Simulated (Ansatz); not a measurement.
# Si2N: from a guess to a relaxed structure, part 3 of 3

Where does this trial cell of Si2N go when cell and atoms are let free?

Ansatz 0.2.0; DFT PBE, scalar-relativistic, plane waves, PAW. Earlier steps stand in the parts before.

## 6. Relaxation on the finer mesh

The end of the coarse run is made exact in the group found at a tolerance of 0.06 Å and reduced to its primitive cell.

The input, input.yaml:

```yaml
crystal:
  lattice:
    - [2.7110702398, 0.0, 0.0]
    - [-1.3555351199, 2.3478556991, 0.0]
    - [0.0, 0.0, 11.0588477319]
  atoms:
    - { symbol: Si, position: [0.0, 0.0, 0.750149078] }
    - { symbol: Si, position: [0.0, 0.0, 0.249850922] }
    - { symbol: Si, position: [0.0, 0.0, 0.0] }
    - { symbol: Si, position: [0.0, 0.0, 0.5] }
    - { symbol: "N", position: [0.3333333333, 0.6666666667, 0.9068670132] }
    - { symbol: "N", position: [0.6666666667, 0.3333333333, 0.0931329868] }
basis:
  ecutwfc: 420
kpoints:
  mp_grid: { grid: [18, 18, 4] }
hamiltonian:
  xc: pbe
scf:
  occupations: { method: gaussian, width: 0.1 }
output:
  forces: true
  stress: true
  eigenvalues: true
  write_density: true
  write_potential: true
  elf: true
  volumetric_format: npy
relax:
  adjacent_minimum: "off"
  f_tol: 0.01
  max_steps: 80
  cell: { stress_tol: 0.05 }
```

Started as:

```bash
$ ansatz run input.yaml --threads 1 --pin off --max-ram 2048MiB --backend cpu --events-out ev --progress --plain --runs-dir out
```

What it wrote:

```text
Warning: RAYON_NUM_THREADS=1 ignored (pool sized by the plan → 1); use --threads N
Engine: ansatz 0.2.0, aarch64-unknown-linux-gnu
Pseudopotentials: kind: paw
Pseudopotential: Si, paw, valence charge 4, recommended cutoff 420 eV (normal), Si.paw.azcp
Pseudopotential: N, paw, valence charge 5, recommended cutoff 420 eV (normal), N.paw.azcp
Functional definition: PBE
  parameter kappa = 0.804
  parameter beta = 0.06672455060314922
  exchange = pbe_x(kappa = kappa, mu = beta*pi^2/3)
  correlation = pbe_c(beta = beta)
Crystal: 6 atoms, lattice volume = 70.392 Å³
Basis set: ecut = 420 eV, 1375 PW (Γ), exchange–correlation on 40×40×150 points (8 copies of the dense FFT grid, shifted against one another)
Bands: 19, of which v1, the nominal top of the filled ones, is band 13 counted from 1 (12 counted from 0)
Symmetry: 12 space group operations
Space group: P-3m1 (ITA 164), of the structure as read, at distance tolerance 4.1e-5 Å
k-points: 138 of 1296
Non-local potential: Si, projectors of the file, l = 0: 2, l = 1: 2, l = 2: 2
Non-local potential: N, projectors of the file, l = 0: 2, l = 1: 2, l = 2: 1
PAW form: soft (Blöchl's): semilocal exchange-correlation on the pseudo side does not see the compensation charge
PAW one-centre angular grid: Si, 110 points (default); XC on 64 Gauss nodes
PAW one-centre angular grid: N, 110 points (default); XC on 64 Gauss nodes
Initial density: superposition of atomic densities (neutral atoms: chi_scale 0, normalization atom), corrected by the library's trained network
Initial wavefunctions: pseudopotential atomic-orbital guess
Functional: x = pbe(κ = 0.804, μ = 0.2195149727645171), c = pbe(β = 0.06672455060314922)
SCF iter   1: F=—  HF=-3309.612767 eV  |F-HF|=—  |Δ(HF+E_count)|=         —  Δρ=8.13e-3  dr2=3.56e-1  ethr=1.77e-3  ⟨swp⟩=6.8  Hψ=15922  notcnv=0
preconditioner: auto → none  [metal: Δε(μ)=0.007 eV  Ē_g=10.772 eV  σ=0.100 eV  W_gap=0.04  n_scr=8 (ndim 8)  ℏωp=22.6 eV  f_vac=0.000  D(μ)=1.60/eV (n_scr^D=6)  sad-step TF]
SCF iter   2: F=—  HF=-3309.608713 eV  |F-HF|=—  |Δ(HF+E_count)|=   4.05e-3  Δρ=7.26e-3  dr2=3.47e-1  ethr=1.37e-3  ⟨swp⟩=1.0  Hψ=3726  notcnv=0
SCF iter   3: F=—  HF=-3309.574014 eV  |F-HF|=—  |Δ(HF+E_count)|=   3.47e-2  Δρ=3.48e-3  dr2=1.52e-2  ethr=1.33e-3  ⟨swp⟩=2.1  Hψ=3194  notcnv=0
SCF iter   4: F=—  HF=-3309.571310 eV  |F-HF|=—  |Δ(HF+E_count)|=   2.70e-3  Δρ=1.26e-3  dr2=7.23e-3  ethr=5.83e-5  ⟨swp⟩=2.6  Hψ=5203  notcnv=0  defer=119
SCF iter   5: F=—  HF=-3309.570621 eV  |F-HF|=—  |Δ(HF+E_count)|=   6.89e-4  Δρ=4.99e-4  dr2=1.04e-4  ethr=2.78e-5  ⟨swp⟩=1.7  Hψ=2581  notcnv=0  defer=120
SCF iter   6: F=—  HF=-3309.570623 eV  |F-HF|=—  |Δ(HF+E_count)|=   1.90e-6  Δρ=1.14e-4  dr2=1.37e-5  ethr=4.01e-7  ⟨swp⟩=2.1  Hψ=3660  notcnv=0  defer=120
SCF iter   7: F=—  HF=-3309.570607 eV  |F-HF|=—  |Δ(HF+E_count)|=   1.55e-5  Δρ=3.67e-5  dr2=6.71e-7  ethr=5.26e-8  ⟨swp⟩=2.2  Hψ=3906  notcnv=0  defer=123
SCF iter   8: F=—  HF=-3309.570607 eV  |F-HF|=—  |Δ(HF+E_count)|=   2.03e-7  Δρ=7.14e-6  dr2=2.19e-7  ethr=3.85e-10  ⟨swp⟩=13.5  Hψ=20101  notcnv=0
SCF iter   9: F=-3309.570607 eV  HF=-3309.570607 eV  |F-HF|=1.09e-8  |Δ(HF+E_count)|=   2.18e-8  Δρ=1.77e-6  dr2=1.18e-8  ethr=3.85e-10  ⟨swp⟩=7.7  Hψ=13739  notcnv=0
SCF 1 converged in 9 iterations: F = -3309.570607 eV  dr2 = 1.18e-8
relax step   1: F+E_penalty+E_count = -3309.57060724 eV  Δ(F+E_penalty+E_count) = +0.000e0 eV  max|allowed force component| = 7.997e-2 eV/Å  Δτ_max = 0.0000 Å  P = -0.674 GPa  Ω = 70.392 Å³  (9 SCF iters, dr2 threshold 1.00e-7 eV, accepted)
Crystal: 6 atoms, lattice volume = 69.437 Å³
Initial density: handed on by an earlier stage of this run
Initial wavefunctions: those handed on with the density
iter 1 solved again at ethr=3.75e-4 eV; its pass at ethr=3.10e-3 eV (dr2=9.76e-2 eV) is discarded
SCF iter   1: F=—  HF=-3309.595961 eV  |F-HF|=—  |Δ(HF+E_count)|=         —  Δρ=3.87e-3  dr2=9.67e-2  ethr=3.75e-4  ⟨swp⟩=1.0  Hψ=16417  notcnv=0
preconditioner: auto → none  [metal: Δε(μ)=0.006 eV  Ē_g=10.620 eV  σ=0.100 eV  W_gap=0.03  n_scr=8 (ndim 8)  ℏωp=22.7 eV  f_vac=0.000  D(μ)=2.34/eV (n_scr^D=8)]
SCF iter   2: F=—  HF=-3309.587792 eV  |F-HF|=—  |Δ(HF+E_count)|=   8.17e-3  Δρ=1.50e-3  dr2=7.05e-3  ethr=3.72e-4  ⟨swp⟩=2.2  Hψ=2990  notcnv=0
SCF iter   3: F=—  HF=-3309.586890 eV  |F-HF|=—  |Δ(HF+E_count)|=   9.02e-4  Δρ=5.85e-4  dr2=4.56e-4  ethr=2.71e-5  ⟨swp⟩=1.9  Hψ=3294  notcnv=0
SCF iter   4: F=—  HF=-3309.586883 eV  |F-HF|=—  |Δ(HF+E_count)|=   6.12e-6  Δρ=1.57e-4  dr2=1.68e-5  ethr=1.75e-6  ⟨swp⟩=1.4  Hψ=2800  notcnv=0
iter 5 did not close the SCF: its close was put off for the readings that it lacked (scf_convergence_deferred on its scf_iter line)
SCF iter   5: F=-3309.586885 eV  HF=-3309.586886 eV  |F-HF|=3.12e-7  |Δ(HF+E_count)|=   2.30e-6  Δρ=2.31e-5  dr2=5.38e-7  ethr=6.44e-8  ⟨swp⟩=2.5  Hψ=4168  notcnv=0
SCF iter   6: F=-3309.586886 eV  HF=-3309.586886 eV  |F-HF|=1.50e-8  |Δ(HF+E_count)|=   1.93e-9  Δρ=7.78e-6  dr2=2.89e-8  ethr=2.07e-9  ⟨swp⟩=8.2  Hψ=18467  notcnv=0
SCF 2 converged in 6 iterations: F = -3309.586886 eV  dr2 = 2.89e-8
relax step   2: F+E_penalty+E_count = -3309.58688568 eV  Δ(F+E_penalty+E_count) = -1.628e-2 eV  max|allowed force component| = 1.014e-1 eV/Å  Δτ_max = 0.0338 Å  P = +0.102 GPa  Ω = 69.437 Å³  energy of the carried Pulay correction = +1.702e-3 eV  (6 SCF iters, dr2 threshold 6.00e-7 eV, accepted)
Crystal: 6 atoms, lattice volume = 68.595 Å³
Basis set: ecut = 420 eV, 1373 PW (Γ), exchange–correlation on 40×40×150 points (8 copies of the dense FFT grid, shifted against one another)
iter 1 solved again at ethr=3.73e-4 eV; its pass at ethr=3.10e-3 eV (dr2=9.71e-2 eV) is discarded
SCF iter   1: F=—  HF=-3309.603262 eV  |F-HF|=—  |Δ(HF+E_count)|=         —  Δρ=4.62e-3  dr2=9.67e-2  ethr=3.73e-4  ⟨swp⟩=1.0  Hψ=16741  notcnv=0
preconditioner: auto → none  [metal: Δε(μ)=0.002 eV  Ē_g=10.647 eV  σ=0.100 eV  W_gap=0.01  n_scr=6 (ndim 8)  ℏωp=22.9 eV  f_vac=0.000  D(μ)=2.11/eV (n_scr^D=8)]
SCF iter   2: F=—  HF=-3309.594244 eV  |F-HF|=—  |Δ(HF+E_count)|=   9.02e-3  Δρ=1.52e-3  dr2=6.44e-3  ethr=3.72e-4  ⟨swp⟩=2.2  Hψ=3017  notcnv=0
SCF iter   3: F=—  HF=-3309.593369 eV  |F-HF|=—  |Δ(HF+E_count)|=   8.75e-4  Δρ=6.82e-4  dr2=4.70e-4  ethr=2.48e-5  ⟨swp⟩=2.1  Hψ=3356  notcnv=0
SCF iter   4: F=—  HF=-3309.593346 eV  |F-HF|=—  |Δ(HF+E_count)|=   2.27e-5  Δρ=1.85e-4  dr2=2.11e-5  ethr=1.81e-6  ⟨swp⟩=1.3  Hψ=2839  notcnv=0
SCF iter   5: F=—  HF=-3309.593349 eV  |F-HF|=—  |Δ(HF+E_count)|=   3.25e-6  Δρ=2.59e-5  dr2=7.26e-7  ethr=8.10e-8  ⟨swp⟩=2.6  Hψ=4195  notcnv=0
SCF iter   6: F=-3309.593349 eV  HF=-3309.593349 eV  |F-HF|=9.98e-9  |Δ(HF+E_count)|=   4.94e-8  Δρ=7.02e-6  dr2=2.13e-8  ethr=2.31e-9  ⟨swp⟩=10.5  Hψ=19126  notcnv=0
SCF 3 converged in 6 iterations: F = -3309.593349 eV  dr2 = 2.13e-8
relax step   3: F+E_penalty+E_count = -3309.59334936 eV  Δ(F+E_penalty+E_count) = -6.464e-3 eV  max|allowed force component| = 6.836e-2 eV/Å  Δτ_max = 0.0440 Å  P = +0.740 GPa  Ω = 68.595 Å³  energy of the carried Pulay correction = +3.221e-3 eV  (6 SCF iters, dr2 threshold 6.00e-7 eV, accepted)
[... 12 lines left out ...]
relax step   4: F+E_penalty+E_count = -3309.59378165 eV  Δ(F+E_penalty+E_count) = -4.323e-4 eV  max|allowed force component| = 4.504e-2 eV/Å  Δτ_max = 0.0064 Å  P = +0.199 GPa  Ω = 68.969 Å³  energy of the carried Pulay correction = +2.545e-3 eV  (6 SCF iters, dr2 threshold 6.00e-7 eV, accepted)
[... 12 lines left out ...]
relax step   5: F+E_penalty+E_count = -3309.59384610 eV  Δ(F+E_penalty+E_count) = -6.445e-5 eV  max|allowed force component| = 9.668e-3 eV/Å  Δτ_max = 0.0043 Å  P = -0.062 GPa  Ω = 69.072 Å³  energy of the carried Pulay correction = +2.359e-3 eV  (6 SCF iters, dr2 threshold 5.19e-7 eV, accepted)
[... 11 lines left out ...]
relax step   6: F+E_penalty+E_count = -3309.59391549 eV  Δ(F+E_penalty+E_count) = -6.939e-5 eV  max|allowed force component| = 3.065e-3 eV/Å  Δτ_max = 0.0011 Å  P = -0.020 GPa  Ω = 69.047 Å³  energy of the carried Pulay correction = +2.404e-3 eV  (6 SCF iters, dr2 threshold 1.19e-7 eV, accepted)
[... 11 lines left out ...]
relax step   7: F+E_penalty+E_count = -3309.59212704 eV  Δ(F+E_penalty+E_count) = +1.788e-3 eV  max|allowed force component| = 2.350e-3 eV/Å  Δτ_max = 0.0000 Å  P = -0.067 GPa  Ω = 69.047 Å³  stress off target by 9.47e-2 GPa  SCF on the basis re-selected at this cell (its energy is not comparable with the rows above)  (6 SCF iters)
[... 13 lines left out ...]
relax step   8: F+E_penalty+E_count = -3309.59220238 eV  Δ(F+E_penalty+E_count) = -7.535e-5 eV  max|allowed force component| = 1.420e-4 eV/Å  Δτ_max = 0.0007 Å  P = -0.002 GPa  Ω = 69.010 Å³  energy of the carried Pulay correction = +6.646e-5 eV  (6 SCF iters, accepted)
iter 1 solved again at ethr=1.30e-6 eV; its pass at ethr=3.10e-3 eV (dr2=3.38e-4 eV) is discarded
SCF iter   1: F=—  HF=-3309.592137 eV  |F-HF|=—  |Δ(HF+E_count)|=         —  Δρ=3.47e-6  dr2=4.46e-9  ethr=1.30e-6  ⟨swp⟩=2.6  Hψ=21506  notcnv=0
eigensolver tolerance schedule: the retry pair's looser diagonalisation over-reported the residual by 75838.18 of it (diagonalisation noise at an unbounded share of the residual, at the tolerance the schedule requests for it); recorded, not acted on — ethr = c·dr2/N_el stays at c = 1.0e-1
preconditioner: auto → none  [metal: Δε(μ)=0.015 eV  Ē_g=10.631 eV  σ=0.100 eV  W_gap=0.08  n_scr=6 (ndim 8)  ℏωp=22.8 eV  f_vac=0.000  D(μ)=2.23/eV (n_scr^D=8)]
SCF iter   2: F=—  HF=-3309.592135 eV  |F-HF|=—  |Δ(HF+E_count)|=   1.87e-6  Δρ=1.91e-6  dr2=1.64e-9  ethr=1.71e-11  ⟨swp⟩=3.5  Hψ=6281  notcnv=0
SCF iter   3: F=—  HF=-3309.592135 eV  |F-HF|=—  |Δ(HF+E_count)|=  1.13e-10  Δρ=1.11e-6  dr2=3.66e-10  ethr=6.31e-12  ⟨swp⟩=2.6  Hψ=4146  notcnv=0
iter 4 did not close the SCF: its close was put off for the readings that it lacked (scf_convergence_deferred on its scf_iter line)
SCF iter   4: F=-3309.592135 eV  HF=-3309.592135 eV  |F-HF|=8.64e-12  |Δ(HF+E_count)|=  2.22e-10  Δρ=3.30e-7  dr2=4.66e-11  ethr=1.41e-12  ⟨swp⟩=1.8  Hψ=4091  notcnv=0
iter 5 did not close the SCF: its close was put off for the readings that it lacked (scf_convergence_deferred on its scf_iter line)
SCF iter   5: F=-3309.592135 eV  HF=-3309.592135 eV  |F-HF|=3.64e-12  |Δ(HF+E_count)|=  1.36e-11  Δρ=6.40e-8  dr2=3.17e-12  ethr=1.00e-12  ⟨swp⟩=2.0  Hψ=3539  notcnv=0
SCF iter   6: F=-3309.592135 eV  HF=-3309.592135 eV  |F-HF|=0.00e0  |Δ(HF+E_count)|=  2.73e-12  Δρ=2.92e-8  dr2=9.49e-13  ethr=1.00e-12  ⟨swp⟩=4.1  Hψ=10327  notcnv=0
SCF 9 converged in 6 iterations: F = -3309.592135 eV  dr2 = 9.49e-13
relax step   9: F+E_penalty+E_count = -3309.59213512 eV  Δ(F+E_penalty+E_count) = +6.726e-5 eV  max|allowed force component| = 1.180e-4 eV/Å  Δτ_max = 0.0000 Å  P = -0.003 GPa  Ω = 69.010 Å³  stress off target by 3.82e-3 GPa  SCF on the basis re-selected at this cell (its energy is not comparable with the rows above)  (6 SCF iters)
basis re-selected at this cell: Δ(F+E_penalty+E_count) = +6.726e-5 eV, ΔP = -0.001 GPa vs the last step (what re-selecting the basis moved, of the pressure what is left beyond the Pulay correction that the steps carried, after the strain that the cell walked since its last selection, with what the two solves' SCF thresholds leave and, on support functions, any second-order correction that the steps lacked; it is no measure of the basis error at this ecutwfc). This SCF's stress stands 3.82e-3 GPa from its target on what of the cell is left free (relax.cell.stress_tol is 5.00e-2 GPa) and its largest allowed force component is 1.18e-4 eV/Å (relax.f_tol is 1.00e-2 eV/Å): within both
SCF converged after 6 iterations
Free energy (F): -3309.592135 eV
Harris-Foulkes:  -3309.592135 eV  (|F-HF|=0.00e0)
Internal energy: -3309.580977 eV  (E = F + TS)
E sigma→0 (E₀):  -3309.586556 eV
Entropy (-TS):   -0.011158 eV (-1.860 meV/atom)
Fermi energy:    10.724774 eV
--- Per-component energies (eV) ---
  E_band       = 98.123558
  E_kinetic    = 435.339390
  E_local      = -1287.729441  (includes V_loc(G=0)·N_el)
  E_nonlocal   = 189.871814
  E_hartree    = 576.682862
  E_xc         = -345.774547
  E_vxc        = -346.509906  (∫ρ·V_xc dr)
  E_paw        = -2303.434778  (= ΣΔE_a)
  E_vpaw       = -46.214286  (= ΣTr[D̂ρ^β])
  E_aug_tail   = 0.000228  (compensation charges beyond the density's cutoff)
  E_ewald      = -574.536505
  E_smearing   = -0.011158  (= −TS)
  E_closure    = -0.000000  (closes the sum)
  Σ components = -3309.592135   (vs F -3309.592135, Δ=0.00e0)
--- Forces (eV/Å), atoms counted from 1 ---
  atom   1  Si    -0.00000000    -0.00000000    -0.00008599
  atom   2  Si    -0.00000000     0.00000000     0.00008599
  atom   3  Si    -0.00000000     0.00000000     0.00000000
  atom   4  Si     0.00000000    -0.00000000     0.00000000
  atom   5  N      0.00000000     0.00000000     0.00011796
  atom   6  N     -0.00000000    -0.00000000    -0.00011796
  max |Σ_I F_I| component: 3.70e-17 eV/Å
--- Stress (GPa, compression-positive) ---
       -0.002189       0.000000       0.000000
        0.000000      -0.002189       0.000000
        0.000000       0.000000      -0.003823
  P = ⅓ Tr σ = -0.0027 GPa (-0.027 kbar)
--- Band table (eV; the first three rows and the last of 138) ---
  k-point 0: bands = ["-9.4750", "-6.2556", "-2.1397", "-0.2270", "-0.0938", "4.9982", "5.4754", "8.6817", "8.6817", "9.4909", "9.4909", "10.6716", "12.8601", "16.3598", "17.3089", "18.3423", "20.1983", "20.1983", "20.5016"]
  k-point 1: bands = ["-9.4749", "-6.2572", "-2.0019", "-0.9673", "0.7268", "3.9466", "6.6690", "8.6818", "8.6818", "9.4912", "9.4912", "9.8818", "13.5400", "16.0740", "17.0035", "18.9080", "20.1565", "20.1565", "20.4881"]
  k-point 2: bands = ["-9.4748", "-6.2589", "-1.6490", "-1.5462", "1.2656", "3.2841", "7.6994", "8.6817", "8.6817", "8.9131", "9.4912", "9.4912", "14.2341", "15.5816", "16.8882", "19.4113", "20.1218", "20.1218", "20.4801"]
  k-point 137: bands = ["-4.4774", "-4.4774", "0.8618", "3.1197", "3.1197", "3.2734", "5.9402", "6.0130", "6.0130", "7.0424", "7.4374", "7.4374", "9.4680", "9.4680", "10.2954", "10.9475", "10.9475", "11.6412", "16.3524"]
--- Relaxed structure (7 steps of the walk, 7 accepted, 2 SCFs on fresh bases) ---
  F+E_penalty+E_count = -3309.59213512 eV   max|allowed force component| = 1.180e-4 eV/Å   (the final SCF, on the basis selected at the relaxed cell)
  cell:  # Å, volume = 69.0095 Å³
    - [2.7188082327931307, 6.74433757748583e-33, -2.2428745591133655e-18]
    - [-1.3594041163965653, 2.3545569976171272, 1.1214372795566727e-18]
    - [-9.149009814247286e-18, -4.676891881523316e-32, 10.780062475820872]
  atoms:
    - { symbol: Si, position: [-1.0572851689944987e-18, -8.938916730025902e-33, 0.7431452728311045] }
    - { symbol: Si, position: [1.0572851689945006e-18, 8.998160124107136e-33, 0.25685472716889557] }
    - { symbol: Si, position: [-1.0819320891630543e-33, -2.779882337657815e-34, -2.6143824957050436e-20] }
    - { symbol: Si, position: [-1.1555579666323415e-33, -4.967330734503307e-34, 0.5] }
    - { symbol: N, position: [0.33333333333333326, 0.6666666666666667, 0.9047285114624336] }
    - { symbol: N, position: [0.6666666666666667, 0.3333333333333333, 0.09527148853756631] }
```

Wall time 1.8 min (1 thread of Arm Neoverse V2, shared host); peak memory 0.5 GiB.

Step by step:

```csv
step,E - E(step 1) (eV/cell),largest force component (eV/Å),pressure (GPa),volume (Å³)
1,0.0000,0.0800,-0.67,70.39
2,-0.0163,0.1014,0.10,69.44
3,-0.0227,0.0684,0.74,68.60
4,-0.0232,0.0450,0.20,68.97
5,-0.0232,0.0097,-0.06,69.07
6,-0.0233,0.0031,-0.02,69.05
7,-0.0215,0.0024,-0.07,69.05
8,-0.0216,0.0001,0.00,69.01
9,-0.0215,0.0001,0.00,69.01
```

Step 1 is the start. Steps 7, 9 each repeat the geometry before them on a plane-wave basis chosen anew, so the energy can jump there without any move.

|  | before | after | change |
| --- | --- | --- | --- |
| a (Å) | 2.711 | 2.719 | +0.3 % |
| b (Å) | 2.711 | 2.719 | +0.3 % |
| c (Å) | 11.059 | 10.780 | -2.5 % |
| volume (Å³/atom) | 11.73 | 11.50 | -2.0 % |
| shortest distance (Å) | 1.874 | 1.876 | +0.1 % |
| space group (0.01 Å) | P-3m1 | P-3m1 | same |

The run keeps the 12 symmetry operations of the start, so it could not have lowered the symmetry.

Density in a lattice plane of the grid's cell (edges 2.72 and 10.78 Å, at 0.000 of the third edge), which holds Si.

Ten even steps from '0' (0.04 e/Å³) to '9' (0.75 e/Å³):
```
257775
347974
223432
333233
024342
343234
431113
431113
343234
024342
343234
431113
431113
343234
024342
333233
223432
347974
257775
024442
```
Columns run along the first of these edges and rows up along the second, over one cell in 6 and 20 even steps from the bottom left corner. Atoms in the plane (fractional): Si at (1.00, 0.74), Si at (0.00, 0.26), Si at (1.00, 1.00), Si at (1.00, 0.50).

ELF in the same plane.

Values, 12 rows by 6 columns:
```
0.22 0.43 0.68 0.72 0.68 0.43
0.34 0.33 0.31 0.33 0.31 0.33
0.68 0.45 0.70 0.56 0.70 0.45
0.82 0.75 0.50 0.27 0.50 0.75
0.83 0.74 0.46 0.24 0.46 0.74
0.72 0.43 0.71 0.62 0.71 0.43
0.83 0.74 0.46 0.24 0.46 0.74
0.82 0.75 0.50 0.27 0.50 0.75
0.68 0.45 0.70 0.56 0.70 0.45
0.34 0.33 0.31 0.33 0.31 0.33
0.22 0.43 0.68 0.72 0.68 0.43
0.45 0.12 0.30 0.22 0.30 0.12
```
Columns run along the first of these edges and rows up along the second, over one cell in 6 and 12 even steps from the bottom left corner. Atoms in the plane (fractional): Si at (1.00, 0.74), Si at (0.00, 0.26), Si at (1.00, 1.00), Si at (1.00, 0.50).

Both are smooth fields of the valence electrons: close to the nuclei they are not physical.

Maxima of ELF outside the ion cores: 0.87 on the N–Si line, 0.8 Å from N; 0.84 on the Si–Si line, 1.0 Å from Si; 0.80 in the shell around Si, 0.8 Å from Si.

## 7. Changing settings: pseudopotentials.kind nc, pseudopotentials.accuracy standard

The input, input.yaml:

```yaml
crystal:
  lattice:
    - [2.7188082328, 0.0, 0.0]
    - [-1.3594041164, 2.3545569976, 0.0]
    - [0.0, 0.0, 10.7800624758]
  atoms:
    - { symbol: Si, position: [0.0, 0.0, 0.7431452728] }
    - { symbol: Si, position: [0.0, 0.0, 0.2568547272] }
    - { symbol: Si, position: [0.0, 0.0, 0.0] }
    - { symbol: Si, position: [0.0, 0.0, 0.5] }
    - { symbol: "N", position: [0.3333333333, 0.6666666667, 0.9047285115] }
    - { symbol: "N", position: [0.6666666667, 0.3333333333, 0.0952714885] }
basis:
  ecutwfc: 420
kpoints:
  mp_grid: { grid: [18, 18, 4] }
hamiltonian:
  xc: pbe
  pseudopotentials: { kind: nc, accuracy: standard }
scf:
  occupations: { method: gaussian, width: 0.1 }
output:
  forces: true
  eigenvalues: true
  stress: true
```

Started as:

```bash
$ ansatz run input.yaml --threads 1 --pin off --max-ram 2048MiB --backend cpu --events-out ev --progress --plain --runs-dir out
```

What it wrote, cut to the lines that bear on the results:

```text
Warning: basis.ecutwfc = 420 eV is below the records' recommended 1142.878222 eV, and the density's cutoff is lower with it unless basis.ecutrho_ratio is high enough to keep the records' density cutoff: compare with a run at a higher cutoff
Warning: RAYON_NUM_THREADS=1 ignored (pool sized by the plan → 1); use --threads N
[...]
Pseudopotentials: kind: nc
Pseudopotential: Si, nc, valence charge 4, recommended cutoff 489.804952 eV (normal), Si.nc.azcp (PseudoDojo's, or run here from an input of PseudoDojo's; its table is named by hamiltonian.pseudopotentials.accuracy)
[...]
  atom   4  Si    -0.00000000     0.00000000     0.00000000
  atom   5  N     -0.00000000     0.00000000    -0.54164760
  atom   6  N      0.00000000    -0.00000000     0.54164760
[...]
--- Stress (GPa, compression-positive) ---
        3.487968       0.000000      -0.000000
        0.000000       3.487968       0.000000
       -0.000000       0.000000       3.903133
  P = ⅓ Tr σ = 3.6264 GPa (36.264 kbar)
--- Band table (eV; the first three rows and the last of 138) ---
  k-point 0: bands = ["-9.7371", "-6.5418", "-2.0647", "-0.1917", "-0.0385", "5.0290", "5.5261", "8.7455", "8.7455", "9.6068", "9.6068", "10.7966", "12.8841", "16.3453", "17.2924", "18.4694", "20.2988", "20.2988", "20.5765"]
[...]
```

It took 11 s on 1 thread of Arm Neoverse V2, shared host; peak memory 0.42 GiB.

```csv
run,ending,energy change,pressure (GPa),gap (eV),force (eV/Å),cycles,time
step 6,converged,-,0.0,0.00,0.00,-,1.8 min
variant,converged,not comparable,3.6,0.00,0.54,10,11 s
```

A change of potentials puts the total energy on another scale; the pressure goes from 0.0 to 3.6 GPa and the largest force goes from 0.00 to 0.54 eV/Å. The cutoff is far under what these potentials recommend, so these values carry a basis error that can be large.

## 8. Summary of results

This closing draws on all 3 parts. Changes of volume or cell count from the first structure of part 1.

```
                                                              quantity                                                                        value
                                symmetry at the end (tolerance 0.05 Å)                                                  space group P-3m1 (No. 164)
                                                     conventional cell  a = 2.719 Å, b = 2.719 Å, c = 10.780 Å, α = 90.00°, β = 90.00°, γ = 120.00°
                                                                volume                                                                11.50 Å³/atom
energy over the elements (uncorrected; H, N, O, F and Cl as molecules)                                                                +0.28 eV/atom
                                                       gap on the mesh                                                                 none (metal)
```

What this shows: The space group P-3m1 (No. 164) is kept, and the volume per atom grows by 3.6 % from the first guess. The formation energy is positive, so the separate elements lie lower. No finished test with a distortion of lower symmetry is shown, so the end may be a saddle point. A spin-polarised run here lost its starting moments, which speaks against magnetism, though one start doesn't rule it out. Other magnetic orders were not searched.
